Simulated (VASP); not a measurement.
# MgB2 (P6/mmm) in VASP: further runs, part 2 of 2

VASP 6.6.1.

## (4) Band structure, LDA

File INCAR:

```
SYSTEM = MgB2
ALGO = Normal ; EDIFF = 1E-6
ENCUT = 520 ; ISIF = 2
ISMEAR = 1 ; LASPH = .TRUE.
LCHARG = .FALSE. ; LREAL = .FALSE.
LWAVE = .FALSE. ; NELM = 80
PREC = Accurate ; SIGMA = 0.1
```

File KPOINTS:

```
k-points
0
G
  15 15 10
  0 0 0
```

File POSCAR:

```
MgB2                                    
1.0
    3.0605751513     -0.0000000000     -0.0000000000
   -1.5302875757      2.6505358313      0.0000000000
   -0.0000000000     -0.0000000000      3.5058936228
  Mg              B             
     1     2
Direct
     0.0000000000000000    0.0000000000000000    0.0000000000000000
     0.3333333332999970    0.6666666667000030    0.5000000000000000
     0.6666666667000030    0.3333333332999970    0.5000000000000000
```

KPOINTS_OPT is that of step 3.

Potentials or basis: VASP PAW LDA potentials, release 64 (Mg, B).

On the command line:

```bash
> cat potpaw_LDA.64/Mg/POTCAR potpaw_LDA.64/B/POTCAR > POTCAR
> mpirun -np 1 vasp_std > vasp.out
```

OUTCAR:

```text
SYSTEM = MgB2
   EDIFF = 1E-6
   ENCUT = 520
   ISIF = 2
   ISMEAR = 1
   LASPH = .TRUE.
   LREAL = .FALSE.
   NELM = 80
   PREC = Accurate

 ion  position               nearest neighbor table
   1  0.000  0.000  0.000-   2 2.49   3 2.49   2 2.49   3 2.49   3 2.49   3 2.49   2 2.49   2 2.49
                             3 2.49   3 2.49   2 2.49   2 2.49
   2  0.333  0.667  0.500-   3 1.77   3 1.77   3 1.77   1 2.49   1 2.49   1 2.49   1 2.49   1 2.49
                             1 2.49
   3  0.667  0.333  0.500-   2 1.77   2 1.77   2 1.77   1 2.49   1 2.49   1 2.49   1 2.49   1 2.49
                             1 2.49

  LATTYP: Found a hexagonal cell.
 ALAT       =     3.0605751513
 C/A-ratio  =     1.1455015641

  Lattice vectors:

 A1 = (   3.0605751513,   0.0000000000,   0.0000000000)
 A2 = (  -1.5302875757,   2.6505358313,   0.0000000000)
 A3 = (   0.0000000000,   0.0000000000,   3.5058936228)

Analysis of symmetry for initial positions (statically):
=====================================================================
 Subroutine PRICEL returns:
 Original cell was already a primitive cell.

 Routine SETGRP: Setting up the symmetry group for a
 hexagonal supercell.

 Subroutine GETGRP returns: Found 24 space group operations
 (whereof 24 operations were pure point group operations)
 out of a pool of 24 trial point group operations.

The static configuration has the point symmetry D_6h.

Analysis of symmetry for dynamics (positions and initial velocities):
=====================================================================
 Subroutine PRICEL returns:
 Original cell was already a primitive cell.

 Routine SETGRP: Setting up the symmetry group for a
 hexagonal supercell.

 Subroutine GETGRP returns: Found 24 space group operations
 (whereof 24 operations were pure point group operations)
 out of a pool of 24 trial point group operations.

The dynamic configuration has the point symmetry D_6h.

 Subroutine INISYM returns: Found 24 space group operations
 (whereof 24 operations are pure point group operations),
 and found     1 'primitive' translations

----------------------------------------------------------------------------------------

                                     Primitive cell

  volume of cell :      28.4404

  direct lattice vectors                    reciprocal lattice vectors
     3.060575151  0.000000000  0.000000000     0.326735973  0.188641102  0.000000000
    -1.530287576  2.650535831  0.000000000     0.000000000  0.377282204  0.000000000
     0.000000000  0.000000000  3.505893623     0.000000000  0.000000000  0.285233982

  length of vectors
     3.060575151  3.060575151  3.505893623     0.377282204  0.377282204  0.285233982

  position of ions in fractional coordinates (direct lattice)
     0.000000000  0.000000000  0.000000000
     0.333333333  0.666666667  0.500000000
     0.666666667  0.333333333  0.500000000

  ion indices of the primitive-cell ions
   primitive index   ion index
                 1           1
                 2           2
                 3           3

----------------------------------------------------------------------------------------

 KPOINTS: k-points

Automatic generation of k-mesh.
 Grid dimensions read from file:
[... 22 lines left out ...]
  0.000000  0.000000  0.000000      1.000000
  0.066667 -0.000000  0.000000      6.000000
  0.133333 -0.000000  0.000000      6.000000
  0.200000 -0.000000  0.000000      6.000000
  0.266667 -0.000000  0.000000      6.000000
  0.333333 -0.000000  0.000000      6.000000
[... 16 lines left out ...]
  0.333333  0.200000  0.000000     12.000000
  0.400000  0.200000  0.000000      6.000000
 [... further k-points ...]
   k-points           NKPTS =    162   k-points in BZ     NKDIM =    162   number of bands    NBANDS=      8
   number of dos      NEDOS =    301   number of ions     NIONS =      3
   total plane-waves  NPLWV =  16128
   dimension x,y,z NGX =    24 NGY =   24 NGZ =   28
   dimension x,y,z NGXF=    48 NGYF=   48 NGZF=   56
   ions per type =               1   2
   NGX,Y,Z   is equivalent  to a cutoff of  13.04, 13.04, 13.28 a.u.
   NGXF,Y,Z  is equivalent  to a cutoff of  26.07, 26.07, 26.55 a.u.
 SYSTEM =  MgB2
   PREC   = accura    normal or accurate (medium, high low for compatibility)
   ISTART =      0    job   : 0-new  1-cont  2-samecut
   ICHARG =      2    charge: 1-file 2-atom 10-const
   ISPIN  =      1    spin polarized calculation?
   LNONCOLLINEAR =      F non collinear calculations
   LSORBIT =      F    spin-orbit coupling
   LASPH  =      T    aspherical Exc in radial PAW
   ENCUT  =  520.0 eV  38.22 Ry    6.18 a.u.   5.69  5.69  6.52*2*pi/ulx,y,z
   NELM   =     80;   NELMIN=  2; NELMDL= -5     # of ELM steps
   EDIFF  = 0.1E-05   stopping-criterion for ELM
   LREAL  =      F    real-space projection
   EDIFFG = 0.1E-04   stopping-criterion for IOM
   NSW    =      0    number of steps for IOM
   IBRION =     -1    ionic relax: 0-MD 1-quasi-New 2-CG
   NFREE  =      0    steps in history (QN), initial steepest desc. (CG)
   ISIF   =      2    stress and relaxation
   ISYM   =      2    0-nonsym 1-usesym 2-fastsym
   POTIM  = 0.5000    time-step for ionic-motion
   TEBEG  =    0.0;   TEEND  =   0.0 temperature during run
   PSTRESS=    0.0 pullay stress
   NELECT =       8.0000    total number of electrons
   NUPDOWN=      -1.0000    fix difference up-down
   EMIN   =  10.00;   EMAX   =-10.00  energy-range for DOS
   EFERMI =   0.00;   METHOD = LEGACY
   ISMEAR =     1;   SIGMA  =   0.10  broadening in eV -4-tet -1-fermi 0-gaus
   EFERMI_NEDOS =   21; number of points for ismear=-14 and -15
   IALGO  =     38    algorithm
   IMIX   =      4    mixing-type and parameters
     AMIX     =   0.40;   BMIX     =  1.00
     AMIX_MAG =   1.60;   BMIX_MAG =  1.00
  volume/ion in A,a.u.               =       9.48        63.98
  Fermi-wavevector in a.u.,A,eV,Ry     =   1.072654  2.027022 15.654682  1.150587
  Thomas-Fermi vector in A             =   2.208430
   LORBIT       =      0    0 simple, 1 ext, 2 COOP (PROOUT), +10 PAW based schemes
   GGA     = CA    functional components
   LHFCALC =     F    Hartree Fock is set to
   AEXX    =    0.0000 exact exchange contribution
   IVDW    =     0    specifies the selected vdW correction
   LEPSILON=     F    determine dielectric tensor
   LRPA    =     F    only Hartree local field effects (RPA)
 non-spin polarized calculation
 Methfessel and Paxton  Order N= 1 SIGMA  =   0.10
  energy-cutoff  :      520.00
  volume of cell :       28.44
 maximum number of plane-waves:       781
 NGX is ok and might be reduce to    24
   NGX = 11   NGY = 11   NGZ = 13

 number of electron       8.0000000 magnetization

 Free energy of the ion-electron system (eV)
  ---------------------------------------------------
  ext. energy  EPLUGINS =         0.00000000
  ---------------------------------------------------
  free energy    TOTEN  =       -17.27248928 eV

  energy without entropy =      -17.27262950  energy(sigma->0) =      -17.27253602

 E-fermi :   5.3057     XC(G=0): -11.1767

 val. band max:        5.3053069111   @ k =   0.1333  -0.0000   0.3000
 cond. band min:       5.3057226588   @ k =   0.4667  -0.0000   0.3000
 fundamental gap:      0.0004157477
 Fermi energy:         5.3057058935

 k-point     1 :       0.0000    0.0000    0.0000
  band No.  band energies     occupation
      1      -7.0567      2.00000
      2       2.3605      2.00000
      3       5.7336     -0.00000
      4       5.7336     -0.00000
      5       7.0156     -0.00000
      6      11.7424      0.00000
      7      11.7424      0.00000
      8      13.8564      0.00000
[... 243 lines left out ...]
 k-point    24 :       0.4000    0.2000    0.0000
  band No.  band energies     occupation
      1      -2.6395      2.00000
      2      -2.0344      2.00000
      3       0.9278      2.00000
      4       6.1330     -0.00000
      5       8.1010      0.00000
      6      11.0402      0.00000
      7      11.3355      0.00000
      8      13.4964      0.00000

 [... further k-points ...]
[... 5 lines left out ...]
  --------------------------------------------------------------------------------------
  -------------------------------------------------------------------------------------
  Total       -0.9866177     -0.9866177     -0.7996405      0.0000000      0.0000000      0.0000000
  in kB      -55.5807019    -55.5807019    -45.0474172      0.0000000      0.0000000      0.0000000
  external PRESSURE =     -52.0696070 kB  Pullay stress =       0.0000000 kB

 VOLUME and BASIS-vectors are now :
 -----------------------------------------------------------------------------
  energy-cutoff  :      520.00
  volume of cell :       28.44
      direct lattice vectors                 reciprocal lattice vectors
     3.060575151  0.000000000  0.000000000     0.326735973  0.188641102  0.000000000
    -1.530287576  2.650535831  0.000000000     0.000000000  0.377282204  0.000000000
     0.000000000  0.000000000  3.505893623     0.000000000  0.000000000  0.285233982

 POSITION                                       TOTAL-FORCE (eV/Angst)
 -----------------------------------------------------------------------------------
      0.00000      0.00000      0.00000        -0.000000      0.000000      0.000000
     -0.00000      1.76702      1.75295        -0.000000      0.000000      0.000000
      1.53029      0.88351      1.75295         0.000000     -0.000000      0.000000
 -----------------------------------------------------------------------------------
    total drift:                                0.000000     -0.000000     -0.000000

  FREE ENERGIE OF THE ION-ELECTRON SYSTEM (eV)
  ---------------------------------------------------
  free  energy   TOTEN  =       -17.2724892760 eV

  energy  without entropy=      -17.2726295042  energy(sigma->0) =      -17.27253602
```

Run time: 16 s. Hardware: 1 thread of Intel Xeon 6975P-C (Granite Rapids), shared host; peak memory 0.18 GiB.

What came out:

```
Free energy             : -17.2725 eV
Pressure                : -5.2 GPa
Band gap along the path : none (metal or under the smearing width)
```

Stress tensor (GPa, compression positive):
```
-5.56  0.00  0.00
 0.00 -5.56  0.00
 0.00  0.00 -4.50
```

Levels at the corners of the path, in eV from the Fermi level:
```
point  band 1  band 2  band 3  band 4  band 5  band 6  band 7  band 8
    Γ  -12.36   -2.95    0.43    0.43    1.71    6.44    6.44    8.55
    M   -8.40   -7.80   -2.14    0.24    3.14    4.03    5.43    7.21
    M   -8.40   -7.80   -2.14    0.24    3.14    4.03    5.43    7.21
    K   -7.14   -7.14   -5.89    1.85    1.85    6.25    6.25    8.84
    K   -7.14   -7.14   -5.89    1.85    1.85    6.25    6.25    8.84
    Γ  -12.36   -2.95    0.43    0.43    1.71    6.44    6.44    8.55
    Γ  -12.36   -2.95    0.43    0.43    1.71    6.44    6.44    8.55
    A  -11.05   -7.47    0.80    0.80    6.76    6.76    8.11    9.98
    A  -11.05   -7.47    0.80    0.80    6.76    6.76    8.11    9.98
    L   -7.40   -6.88   -3.54   -1.85   -1.27    5.98    8.84    9.03
    L   -7.40   -6.88   -3.54   -1.85   -1.27    5.98    8.84    9.03
    H   -6.22   -6.22   -5.21   -1.97   -1.97    3.60   11.77   12.17
    H   -6.22   -6.22   -5.21   -1.97   -1.97    3.60   11.75   12.17
    A  -11.05   -7.47    0.80    0.80    6.76    6.76    8.11    9.98
    L   -7.40   -6.88   -3.54   -1.85   -1.27    5.98    8.84    9.03
    M   -8.40   -7.80   -2.14    0.24    3.14    4.03    5.43    7.21
    K   -7.14   -7.14   -5.89    1.85    1.85    6.25    6.25    8.84
    H   -6.22   -6.22   -5.21   -1.97   -1.97    3.60   11.74   12.17
```

## (5) Band structure, r2SCAN

File INCAR:

```
SYSTEM = MgB2
ALGO = Normal ; EDIFF = 1E-6
ENCUT = 520 ; ISIF = 2
ISMEAR = 1 ; LASPH = .TRUE.
LCHARG = .FALSE. ; LMIXTAU = .TRUE.
LREAL = .FALSE. ; LWAVE = .FALSE.
METAGGA = R2SCAN ; NELM = 80
PREC = Accurate ; SIGMA = 0.1
```

KPOINTS is that of step 4.

POSCAR is that of step 4.

KPOINTS_OPT is that of step 4.

Potentials or basis: VASP PAW PBE potentials, release 64 (Mg, B).

On the command line:

```bash
> cat potpaw_PBE.64/Mg/POTCAR potpaw_PBE.64/B/POTCAR > POTCAR
> mpirun -np 1 vasp_std > vasp.out
```

It took 64 s on 1 thread of Intel Xeon 6975P-C (Granite Rapids), shared host; peak memory 0.2 GiB.

It converged, with:

```
Free energy             : -19.4048 eV
Pressure                : 0.7 GPa
Band gap along the path : none (metal or under the smearing width)
```

Stress tensor (GPa, compression positive):
```
0.76 0.00 0.00
0.00 0.76 0.00
0.00 0.00 0.44
```

Levels at the corners of the path, in eV from the Fermi level:
```tsv
point	band 1	band 2	band 3	band 4	band 5	band 6	band 7	band 8
Γ	-13.34	-3.20	0.42	0.42	1.99	6.75	6.75	8.77
M	-9.24	-8.36	-2.33	0.18	3.33	4.21	5.85	8.06
M	-9.24	-8.36	-2.33	0.18	3.33	4.21	5.85	8.06
K	-7.86	-7.86	-6.18	1.90	1.90	6.73	6.73	9.51
K	-7.86	-7.86	-6.18	1.90	1.90	6.73	6.73	9.51
Γ	-13.34	-3.20	0.42	0.42	1.99	6.75	6.75	8.77
Γ	-13.34	-3.20	0.42	0.42	1.99	6.75	6.75	8.77
A	-12.05	-7.84	0.82	0.82	7.05	7.05	8.75	10.74
A	-12.05	-7.84	0.82	0.82	7.05	7.05	8.75	10.73
L	-8.22	-7.44	-3.79	-2.04	-1.23	6.20	9.68	9.89
L	-8.22	-7.44	-3.79	-2.04	-1.23	6.20	9.68	9.89
H	-6.93	-6.93	-5.52	-2.11	-2.11	4.27	12.81	12.87
H	-6.93	-6.93	-5.52	-2.11	-2.11	4.27	12.78	12.87
A	-12.05	-7.84	0.82	0.82	7.05	7.05	8.75	10.73
L	-8.22	-7.44	-3.79	-2.04	-1.23	6.20	9.68	9.89
M	-9.24	-8.36	-2.33	0.18	3.33	4.21	5.85	8.06
K	-7.86	-7.86	-6.18	1.90	1.90	6.73	6.73	9.51
H	-6.93	-6.93	-5.52	-2.11	-2.11	4.27	12.76	12.87
```

Caveat: the PAW data sets were made with another functional, which shifts forces and pressure a little.

## (6) The runs side by side

```tsv
task	level	potentials or basis	cell	k mesh	cutoff (eV)	smearing	by perturbation theory	pressure (GPa)
phonons	PBEsol	VASP PAW PBE potentials, release 64 (Mg, B)	relaxed	21 × 21 × 16	600	methfessel-paxton 0.2 eV	no	-
band structure	PBE	VASP PAW PBE potentials, release 64 (Mg, B)	as given	15 × 15 × 10	520	methfessel-paxton 0.1 eV	-	2.0
band structure	LDA	VASP PAW LDA potentials, release 64 (Mg, B)	as given	15 × 15 × 10	520	methfessel-paxton 0.1 eV	-	-5.2
band structure	r2SCAN	VASP PAW PBE potentials, release 64 (Mg, B)	as given	15 × 15 × 10	520	methfessel-paxton 0.1 eV	-	0.7
```

Alike in all rows: no spin polarisation.

Caveats: the PAW data sets were made with another functional, which shifts forces and pressure a little (some runs).

Total energies depend on the potentials used, so only differences within one code and one set of settings carry meaning.
